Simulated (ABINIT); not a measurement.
**ZnS (Wurtzite-2H): band structure with LDA-PZ**

**The experiment to reproduce.**

From a printed reference work, monograph, for a bulk crystal of ZnS at 4 K: band gap 3.911 eV (direct).

Crystal: ZnS (Wurtzite-2H).

```xyz
4
Lattice="3.8110 0.0000 0.0000 -1.9055 3.3004 0.0000 0.0000 0.0000 6.2340" Properties=species:S:1:pos:R:3 pbc="T T T"
Zn    1.9055    1.1001    3.1170
Zn    0.0000    2.2003    0.0000
S     1.9055    1.1001    5.5171
S     0.0000    2.2003    2.4001
```

- Program: ABINIT 10.8.3 (patched build)
- Task: band structure
- Functional: LDA-PZ
- Potentials or basis: JTH PAW LDA v2.0
- Cutoff: 544 eV
- k mesh: 8 × 8 × 5
- Occupations: fermi-dirac, width 0.05 eV
- Spin: no spin polarisation
- Fine-grid cutoff: 1088.46 eV

```json
{
  "Largest force": "0.289 eV/Å",
  "Band gap on the k mesh": "1.97 eV, direct",
  "Valence electrons inside the program's atomic spheres": "Zn 10.82; S 3.60"
}
```

Forces in eV/Å, atoms in the order of the input:
```
Zn   0.000  0.000  0.289
Zn   0.000  0.000  0.289
S    0.000  0.000 -0.289
S    0.000  0.000 -0.289
```

Levels at the corners of the path, in eV from the valence-band top:
| point | band 14 | band 15 | band 16 | band 17 | band 18 | band 19 | band 20 | band 21 | band 22 | band 23 |
| --- | --- | --- | --- | --- | --- | --- | --- | --- | --- | --- |
| Γ | -0.88 | -0.88 | -0.02 | -0.02 | 0.00 | 1.97 | 2.76 | 6.12 | 6.12 | 6.42 |
| M | -4.31 | -3.22 | -2.29 | -1.61 | -1.00 | 3.40 | 4.06 | 4.99 | 6.97 | 7.22 |
| K | -4.46 | -3.95 | -2.26 | -2.26 | -2.26 | 4.24 | 5.77 | 5.77 | 7.65 | 7.75 |
| Γ | -0.88 | -0.88 | -0.02 | -0.02 | 0.00 | 1.97 | 2.76 | 6.12 | 6.12 | 6.42 |
| A | -2.84 | -0.46 | -0.46 | -0.46 | -0.46 | 3.28 | 3.28 | 6.56 | 6.56 | 6.56 |
| L | -5.01 | -1.69 | -1.69 | -1.56 | -1.56 | 3.38 | 3.38 | 4.96 | 4.96 | 8.81 |
| H | -4.88 | -3.18 | -3.18 | -1.27 | -1.27 | 4.34 | 4.34 | 6.26 | 6.26 | 7.15 |
| A | -2.84 | -0.46 | -0.46 | -0.46 | -0.46 | 3.28 | 3.28 | 6.56 | 6.56 | 6.56 |

Run time: 4.5 min on 1 thread of Arm Neoverse V1 (shared host), peak memory 0.18 GiB.

Measured gap of ZnS: 3.911 eV (direct; 4 K; a printed reference work, monograph). This calculation gives 1.97 eV (-1.94 eV). The value is that of LDA-PZ, without temperature or zero-point motion. Semilocal functionals fall short of measured gaps as a rule.
